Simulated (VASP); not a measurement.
# 3 units of LiF (001) on Pd(100) in VASP, part 3 of 4

Aim: model 3 units of LiF (001) on Pd(100) by a slab and find how far its highest filled level lies below the vacuum.

VASP 6.6.1; PBE with D3(BJ); plane waves and PAW (Pd, Li, F).

So far. Step 2 (Surface relaxation): The run ended after 31 ionic steps, 0.453 eV below its first step, once the forces on the free atoms met EDIFFG = -0.03. Step 3 (Potential and states of the slab): The vacuum level lies 3.96 eV above the Fermi level at the upper face; the two faces differ by 1.07 eV, the step that the slab's dipole of -0.048 e·Å makes.

### 4. The slab in a field, field -0.1

A field across the slab, with the atoms held, gives the electronic response: the dipole changes linearly with the field, and the energy has a linear term from the slab's own dipole and a quadratic one from its polarisability.

The input, INCAR:

```
SYSTEM = Li3Pd4F3
PREC = Normal
ENCUT = 400
EDIFF = 1E-06
NELM = 120
ISMEAR = -1
SIGMA = 0.1
LREAL = .FALSE.
ALGO = Fast
GGA = PE
IVDW = 12
NBANDS = 42
LASPH = .TRUE.
LORBIT = 11
LWAVE = .FALSE.
LCHARG = .FALSE.
KPAR = 4
IDIPOL = 3
LDIPOL = .TRUE.
DIPOL = 0.5 0.5 0.537
EFIELD = -0.1
LVHAR = .TRUE.
```

The input, POSCAR:

```
Li3Pd4F3
1.0
    2.8496403300      0.0000000000      0.0000000000
    0.0000000000      2.8496403300      0.0000000000
    0.0000000000      0.0000000000     29.7602648962
Pd Li F
4 3 3
Direct
    0.5000000000      0.5000000000      0.2966915996
    0.0000000000      0.0000000000      0.3585616648
    0.5000000000      0.5000000000      0.4202016388
    0.0000000000      0.0000000000      0.4824297854
    0.5000000000      0.5000000000      0.5678211191
    0.0000000000      0.0000000000      0.6357436633
    0.5000000000      0.5000000000      0.7011339118
    0.0000000000      0.0000000000      0.5687341896
    0.5000000000      0.5000000000      0.6352550695
    0.0000000000      0.0000000000      0.7035448528
```

The input, KPOINTS:

```
Automatic mesh
0
Gamma
12 12 1
0 0 0
```

PAW data sets: Pd, Li and F (PBE family, release 64).

Started as:

```console
> mpirun -np 4 vasp_std
```

Output:

```text
[... set-up lines as in an earlier step ...]
 entering main loop
       N       E                     dE             d eps       ncg     rms          rms(c)
DAV:   1     0.441230639941E+03    0.44123E+03   -0.26499E+04  2376   0.108E+03
DAV:   2    -0.141433616056E+02   -0.45537E+03   -0.43011E+03  2804   0.292E+02
DAV:   3    -0.508909664402E+02   -0.36748E+02   -0.36139E+02  2734   0.846E+01
DAV:   4    -0.515435710919E+02   -0.65260E+00   -0.65103E+00  2800   0.124E+01
DAV:   5    -0.515593157560E+02   -0.15745E-01   -0.15732E-01  2984   0.172E+00    0.150E+01
RMM:   6    -0.494470647617E+02    0.21123E+01   -0.10481E+01  2703   0.158E+01    0.122E+01
RMM:   7    -0.586056843723E+02   -0.91586E+01   -0.76380E+00  2799   0.102E+01    0.214E+01
RMM:   8    -0.514978961130E+02    0.71078E+01   -0.40804E+00  2776   0.700E+00    0.136E+01
RMM:   9    -0.484390219935E+02    0.30589E+01   -0.21374E+00  2730   0.604E+00    0.428E+00
RMM:  10    -0.484402753311E+02   -0.12533E-02   -0.12178E+00  2713   0.404E+00    0.499E+00
RMM:  11    -0.481906125536E+02    0.24966E+00   -0.25578E-01  2654   0.247E+00    0.146E+00
RMM:  12    -0.481703687005E+02    0.20244E-01   -0.47910E-02  2681   0.914E-01    0.948E-01
RMM:  13    -0.481581140508E+02    0.12255E-01   -0.22832E-02  2683   0.634E-01    0.952E-01
RMM:  14    -0.481362813360E+02    0.21833E-01   -0.17983E-02  2729   0.581E-01    0.301E-01
RMM:  15    -0.481304120822E+02    0.58693E-02   -0.51122E-03  2703   0.276E-01    0.195E-01
RMM:  16    -0.481276638315E+02    0.27483E-02   -0.37187E-03  2755   0.220E-01    0.184E-01
RMM:  17    -0.481273479760E+02    0.31586E-03   -0.95991E-04  2735   0.119E-01    0.119E-01
RMM:  18    -0.481280627555E+02   -0.71478E-03   -0.95102E-04  2822   0.966E-02    0.240E-01
RMM:  19    -0.481278449075E+02    0.21785E-03   -0.16018E-04  2654   0.540E-02    0.811E-02
RMM:  20    -0.481282561746E+02   -0.41127E-03   -0.13624E-04  2739   0.443E-02    0.240E-02
RMM:  21    -0.481284755450E+02   -0.21937E-03   -0.43962E-05  2719   0.194E-02    0.146E-02
RMM:  22    -0.481286016949E+02   -0.12615E-03   -0.15510E-05  2377   0.110E-02    0.110E-02
RMM:  23    -0.481286855530E+02   -0.83858E-04   -0.98303E-06  2356   0.102E-02    0.429E-03
RMM:  24    -0.481287321697E+02   -0.46617E-04   -0.33895E-06  2065   0.539E-03    0.724E-03
RMM:  25    -0.481287679486E+02   -0.35779E-04   -0.33746E-06  2030   0.446E-03    0.353E-03
RMM:  26    -0.481287763763E+02   -0.84277E-05   -0.67921E-07  1717   0.231E-03    0.167E-03
RMM:  27    -0.481287800276E+02   -0.36513E-05   -0.39916E-07  1810   0.212E-03    0.104E-03
RMM:  28    -0.481287807826E+02   -0.75501E-06   -0.13228E-07  1395   0.148E-03
   1 F= -.51045428E+02 E0= -.50917318E+02  d E =-.256219E+00
```

The job ended after 23 s (4 MPI ranks of AMD EPYC 9R45, shared host; peak memory 1.1 GiB; 90 s of CPU time).

Parts of OUTCAR (step 4):

```text
The static configuration has the point symmetry C_4v.

 Found     28 irreducible k-points:

   NELECT =      64.0000    total number of electrons

 dipolmoment           0.000000      0.000000     -0.100778 electrons x Angstroem

 E-fermi :   0.2750

 k-point     1 :       0.0000    0.0000    0.0000
  band No.  band energies     occupation
    ...
     31      -0.0596      1.93189
     32      -0.0355      1.91417
     33       0.2188      1.27373
     34       0.3379      0.69509
     35       0.3379      0.69509
     36       1.9882      0.00000
     37       3.7285      0.00000
     38       3.8743      0.00000
     39       4.9398      0.00000
     40       6.1593      0.00000
    ...

 k-point     2 :       0.0833    0.0000    0.0000
  band No.  band energies     occupation
    ...
     31      -0.1364      1.96783
     32      -0.1272      1.96480
     33       0.1753      1.46056
     34       0.3321      0.72163
     35       0.3819      0.51112
     36       2.2780      0.00000
     37       3.9907      0.00000
     38       4.0958      0.00000
     39       5.0858      0.00000
     40       6.2364      0.00000
    ...

 Edisp (eV)   -2.91665

  Total      -8.36248    -8.36248    -3.53706     0.00000     0.00000     0.00000
  in kB     -55.44073   -55.44073   -23.44961     0.00000     0.00000     0.00000
  external pressure =      -44.78 kB  Pullay stress =        0.00 kB

 POSITION                                       TOTAL-FORCE (eV/Angst)
 -----------------------------------------------------------------------------------
      1.42482      1.42482      8.82962         0.000000      0.000000      0.004305
      0.00000      0.00000     10.67089         0.000000     -0.000000      0.016383
      1.42482      1.42482     12.50531         0.000000      0.000000     -0.018272
      0.00000      0.00000     14.35724         0.000000      0.000000      0.005180
      1.42482      1.42482     16.89851         0.000000      0.000000      0.045755
      0.00000      0.00000     18.91990         0.000000      0.000000      0.044555
      1.42482      1.42482     20.86593         0.000000     -0.000000      0.056054
      0.00000      0.00000     16.92568         0.000000      0.000000     -0.062440
      1.42482      1.42482     18.90536         0.000000      0.000000     -0.056398
      0.00000      0.00000     20.93768        -0.000000     -0.000000     -0.035122
 -----------------------------------------------------------------------------------
    total drift:                                0.000000      0.000000     -0.006384

  FREE ENERGIE OF THE ION-ELECTRON SYSTEM (eV)
  ---------------------------------------------------
  free  energy   TOTEN  =       -51.0454278170 eV

  energy  without entropy=      -50.7892085693  energy(sigma->0) =      -50.91731819

 vacuum level on the upper side and lower side of the slab         5.378         4.726

 total charge
# of ion       s       p       d       tot
------------------------------------------
    1        0.431   0.282   8.518   9.230
    2        0.479   0.465   8.450   9.394
    3        0.480   0.462   8.449   9.391
    4        0.425   0.310   8.527   9.261
    5        0.080   0.167   0.000   0.247
    6        0.088   0.190   0.000   0.278
    7        0.080   0.169   0.000   0.248
    8        1.767   4.402   0.000   6.169
    9        1.765   4.431   0.000   6.196
   10        1.764   4.410   0.000   6.173
--------------------------------------------------
tot          7.357  15.287  33.944  56.588

[... 8 parts as in an earlier step ...]

[... 5 further parts left out ...]
```

This step gave:

```yaml
electronic_cycles: 28
free_energy_toten: -51.0454 eV
energy_at_zero_smearing: -50.9173 eV
fermi_energy: 0.275 eV
dipole_moment: 0, 0, -0.1008 e·Å
```

The planar average of the electrostatic potential oscillates, so the rows of the table below give means over windows of 1 Å about each position, cut where the curve ends. Its maxima inside the range that stand out by 2 % of the span (Å: eV): 6.2: 4.88, 9.7: -2.21, 11.6: -2.58, 13.4: -2.12, 15.8: 2.64, 18.0: 2.14, 19.9: 2.10. Its minima: 1.5: 4.45, 8.8: -15.2, 10.7: -15.4, 12.5: -15.4, 14.4: -15.2, 17.0: -8.82, 18.9: -8.72, 20.9: -8.38.

Zero at the Fermi level. The planar average of the electrostatic potential by height; means over each step:

height (Å), planar average of the electrostatic potential (eV) and a bar from the least value:
```
        0        5.1 ##############################
        1        4.8 ##############################
        2        4.5 #############################
        3        4.6 #############################
        4        4.7 #############################
        5        4.8 ##############################
        6        4.9 ##############################
        7        4.6 #############################
        8       -2.1 ##################
        9      -12.3 
       10       -7.0 #########
       11      -11.2 ##
       12       -9.0 ######
       13       -8.9 ######
       14      -10.5 ###
       15       -5.6 ############
       16        1.4 ########################
       17       -6.0 ###########
       18        0.9 #######################
       19       -5.9 ###########
       20        1.0 #######################
       21       -5.5 ############
       22        3.3 ###########################
       23        4.3 #############################
       24        4.5 #############################
       25        4.6 #############################
       26        4.7 #############################
       27        4.8 #############################
       28        4.9 ##############################
       29        5.0 ##############################
```

Force by atom:

| atom | x (eV/Å) | y (eV/Å) | z (eV/Å) | size |
| --- | --- | --- | --- | --- |
| Pd1 | 0.0000 | 0.0000 | 0.0043 | 0.0043 |
| Pd2 | 0.0000 | 0.0000 | 0.0164 | 0.0164 |
| Pd3 | 0.0000 | 0.0000 | -0.0183 | 0.0183 |
| Pd4 | 0.0000 | 0.0000 | 0.0052 | 0.0052 |
| Li5 | 0.0000 | 0.0000 | 0.0458 | 0.0458 |
| Li6 | 0.0000 | 0.0000 | 0.0446 | 0.0446 |
| Li7 | 0.0000 | 0.0000 | 0.0561 | 0.0561 |
| F8 | 0.0000 | 0.0000 | -0.0624 | 0.0624 |
| F9 | 0.0000 | 0.0000 | -0.0564 | 0.0564 |
| F10 | 0.0000 | 0.0000 | -0.0351 | 0.0351 |

Energy at zero smearing: -50.91732 eV.

### 5. The slab in a field, field 0.1

Edit INCAR of step 4 so:

```diff
@@ -20,3 +20,3 @@
 DIPOL = 0.5 0.5 0.537
-EFIELD = -0.1
+EFIELD = 0.1
 LVHAR = .TRUE.
```

POSCAR is that of step 4.

KPOINTS is that of step 4.

Started as:

```console
> mpirun -np 4 vasp_std
```

Output:

```text
[... set-up lines as in an earlier step ...]
 entering main loop
       N       E                     dE             d eps       ncg     rms          rms(c)
DAV:   1     0.440360652048E+03    0.44036E+03   -0.26299E+04  2376   0.108E+03
DAV:   2    -0.137118032351E+02   -0.45407E+03   -0.42981E+03  2866   0.291E+02
DAV:   3    -0.514357881616E+02   -0.37724E+02   -0.36923E+02  2764   0.847E+01
DAV:   4    -0.521378137307E+02   -0.70203E+00   -0.69907E+00  2744   0.127E+01
DAV:   5    -0.521554731085E+02   -0.17659E-01   -0.17645E-01  2952   0.180E+00    0.156E+01
RMM:   6    -0.776151654821E+02   -0.25460E+02   -0.33433E+01  2844   0.214E+01    0.356E+01
RMM:   7    -0.506467044330E+02    0.26968E+02   -0.67065E+00  2703   0.956E+00    0.121E+01
RMM:   8    -0.513301809659E+02   -0.68348E+00   -0.10559E+01  2790   0.121E+01    0.158E+01
RMM:   9    -0.497112161917E+02    0.16190E+01   -0.15347E+00  2686   0.511E+00    0.971E+00
RMM:  10    -0.492141805087E+02    0.49704E+00   -0.19484E+00  2696   0.538E+00    0.969E+00
RMM:  11    -0.482316661841E+02    0.98251E+00   -0.88862E-01  2770   0.356E+00    0.250E+00
RMM:  12    -0.483028805790E+02   -0.71214E-01   -0.12328E-01  2674   0.158E+00    0.398E+00
RMM:  13    -0.481740123059E+02    0.12887E+00   -0.53474E-02  2686   0.997E-01    0.176E+00
RMM:  14    -0.481335566447E+02    0.40456E-01   -0.35522E-02  2718   0.712E-01    0.879E-01
RMM:  15    -0.481270227606E+02    0.65339E-02   -0.99180E-03  2713   0.450E-01    0.447E-01
RMM:  16    -0.481219756943E+02    0.50471E-02   -0.54674E-03  2713   0.317E-01    0.418E-01
RMM:  17    -0.481179253884E+02    0.40503E-02   -0.26050E-03  2752   0.193E-01    0.103E-01
RMM:  18    -0.481178895772E+02    0.35811E-04   -0.69005E-04  2749   0.816E-02    0.136E-01
RMM:  19    -0.481180298404E+02   -0.14026E-03   -0.50327E-04  2779   0.642E-02    0.397E-02
RMM:  20    -0.481184629752E+02   -0.43313E-03   -0.16982E-04  2739   0.415E-02    0.347E-02
RMM:  21    -0.481186955322E+02   -0.23256E-03   -0.63505E-05  2693   0.211E-02    0.210E-02
RMM:  22    -0.481189031559E+02   -0.20762E-03   -0.36549E-05  2724   0.194E-02    0.200E-02
RMM:  23    -0.481190054707E+02   -0.10231E-03   -0.16071E-05  2627   0.154E-02    0.152E-02
RMM:  24    -0.481190860674E+02   -0.80597E-04   -0.80576E-06  2193   0.788E-03    0.137E-02
RMM:  25    -0.481191278924E+02   -0.41825E-04   -0.40629E-06  2094   0.584E-03    0.415E-03
RMM:  26    -0.481191548441E+02   -0.26952E-04   -0.25226E-06  1988   0.454E-03    0.237E-03
RMM:  27    -0.481191613110E+02   -0.64669E-05   -0.57838E-07  1820   0.248E-03    0.455E-03
RMM:  28    -0.481191620503E+02   -0.73931E-06   -0.25228E-07  1660   0.204E-03
   1 F= -.51035809E+02 E0= -.50907799E+02  d E =-.256020E+00
```

Run time: 23 s. Hardware: 4 MPI ranks; peak memory 1.1 GiB; 90 s of CPU time.

Parts of OUTCAR (step 5):

```text
   NELECT =      64.0000    total number of electrons

 dipolmoment           0.000000      0.000000      0.004143 electrons x Angstroem

 E-fermi :   0.6538

 k-point     1 :       0.0000    0.0000    0.0000
  band No.  band energies     occupation
    ...
     31       0.3196      1.93168
     32       0.3437      1.91389
     33       0.5979      1.27267
     34       0.7169      0.69450
     35       0.7169      0.69450
     36       2.3834      0.00000
     37       3.3525      0.00000
     38       4.1377      0.00000
     39       4.1467      0.00000
     40       5.3972      0.00000
    ...

 Edisp (eV)   -2.91665

  Total      -8.36383    -8.36383    -3.46114     0.00000     0.00000     0.00000
  in kB     -55.44965   -55.44965   -22.94632     0.00000     0.00000     0.00000
  external pressure =      -44.62 kB  Pullay stress =        0.00 kB

 POSITION                                       TOTAL-FORCE (eV/Angst)
 -----------------------------------------------------------------------------------
      1.42482      1.42482      8.82962         0.000000     -0.000000      0.004374
      0.00000      0.00000     10.67089        -0.000000     -0.000000      0.016696
      1.42482      1.42482     12.50531         0.000000      0.000000     -0.018940
      0.00000      0.00000     14.35724         0.000000     -0.000000     -0.019346
      1.42482      1.42482     16.89851         0.000000     -0.000000     -0.038883
      0.00000      0.00000     18.91990         0.000000     -0.000000     -0.059261
      1.42482      1.42482     20.86593         0.000000     -0.000000     -0.043651
      0.00000      0.00000     16.92568         0.000000      0.000000      0.047137
      1.42482      1.42482     18.90536         0.000000     -0.000000      0.047152
      0.00000      0.00000     20.93768         0.000000     -0.000000      0.064721
 -----------------------------------------------------------------------------------
    total drift:                                0.000000      0.000000     -0.006728

  FREE ENERGIE OF THE ION-ELECTRON SYSTEM (eV)
  ---------------------------------------------------
  free  energy   TOTEN  =       -51.0358090847 eV

  energy  without entropy=      -50.7797886716  energy(sigma->0) =      -50.90779888

 vacuum level on the upper side and lower side of the slab         3.466         6.268

[... 8 parts as in an earlier step ...]

[... 9 further parts left out ...]
```

This step gave:

* free energy (TOTEN): -51.0358 eV
* energy at zero smearing: -50.9078 eV
* Fermi energy: 0.6538 eV
* dipole moment: 0, 0, 0.004143 e·Å

The planar average of the electrostatic potential oscillates, so the rows of the table below give means over windows of 1 Å about each position, cut where the curve ends. Its maxima inside the range that stand out by 2 % of the span (Å: eV): 1.5: 5.61, 9.7: -2.21, 11.6: -2.58, 13.4: -2.12, 15.8: 2.59, 18.0: 1.91, 19.9: 1.67, 22.9: 3.53. Its minima: 8.8: -15.2, 10.7: -15.4, 12.5: -15.4, 14.4: -15.2, 17.0: -8.95, 18.9: -9.04, 20.9: -8.89.

Zero at the Fermi level. Planar average of the electrostatic potential against height; means over each step:

| height (Å) | planar average of the electrostatic potential (eV) |
| --- | --- |
| 0 | 2.86 |
| 1 | 3.96 |
| 2 | 5.56 |
| 3 | 5.46 |
| 4 | 5.36 |
| 5 | 5.26 |
| 6 | 5.13 |
| 7 | 4.65 |
| 8 | -2.10 |
| 9 | -12.3 |
| 10 | -6.96 |
| 11 | -11.2 |
| 12 | -8.98 |
| 13 | -8.92 |
| 14 | -10.5 |
| 15 | -5.60 |
| 16 | 1.32 |
| 17 | -6.18 |
| 18 | 0.673 |
| 19 | -6.22 |
| 20 | 0.529 |
| 21 | -6.05 |
| 22 | 2.67 |
| 23 | 3.52 |
| 24 | 3.45 |
| 25 | 3.36 |
| 26 | 3.26 |
| 27 | 3.16 |
| 28 | 3.06 |
| 29 | 2.96 |

Force by atom:

| atom | x (eV/Å) | y (eV/Å) | z (eV/Å) | size |
| --- | --- | --- | --- | --- |
| Pd1 | 0.0000 | 0.0000 | 0.0044 | 0.0044 |
| Pd2 | 0.0000 | 0.0000 | 0.0167 | 0.0167 |
| Pd3 | 0.0000 | 0.0000 | -0.0189 | 0.0189 |
| Pd4 | 0.0000 | 0.0000 | -0.0193 | 0.0193 |
| Li5 | 0.0000 | 0.0000 | -0.0389 | 0.0389 |
| Li6 | 0.0000 | 0.0000 | -0.0593 | 0.0593 |
| Li7 | 0.0000 | 0.0000 | -0.0437 | 0.0437 |
| F8 | 0.0000 | 0.0000 | 0.0471 | 0.0471 |
| F9 | 0.0000 | 0.0000 | 0.0472 | 0.0472 |
| F10 | 0.0000 | 0.0000 | 0.0647 | 0.0647 |

Energy at zero smearing: -50.90780 eV.

### 6. Putting the energies together

This step: slab, PBE + D3(BJ); plane waves and PAW (VASP 6.6.1).

This step runs nothing: it gathers the runs above.

This step gave:

```
polarisability per area of the slab or monolayer : 0.9303 Å
```

VASP counts both for electrons: a positive EFIELD is a field along -c, and a positive dipole, in electrons times A, points along -c. Field, by row:

| EFIELD (eV/Å) | dipole along z (e Å) | energy change (eV) |
| --- | --- | --- |
| -0.1 | -0.1008 | -0.007382 |
| 0 | -0.04824 | 0 |
| 0.1 | 0.004143 | 0.002138 |

The polarisability is the slope of the dipole against the field, as a volume for each unit of area.

(Part 3 of 4 ends here.)

[Lines on the potential files, build, host, timing and source positions are cut from VASP's logs without a mark.]

[Logs are printed without paths, hosts, clocks, repeated set-up lines and the standing remarks that a program may print on its own settings, such as how far it seeks lower states.]

[Hosts, paths, dates, database ids (printed as entryN), source tags and the programs' standing remarks are cut or masked in the printed files.]

[In band tables of VASP the shares of atoms and orbitals are scaled to a sum of 1 inside the atoms' spheres.]

[Runs that stopped without an error message from VASP are left out.]
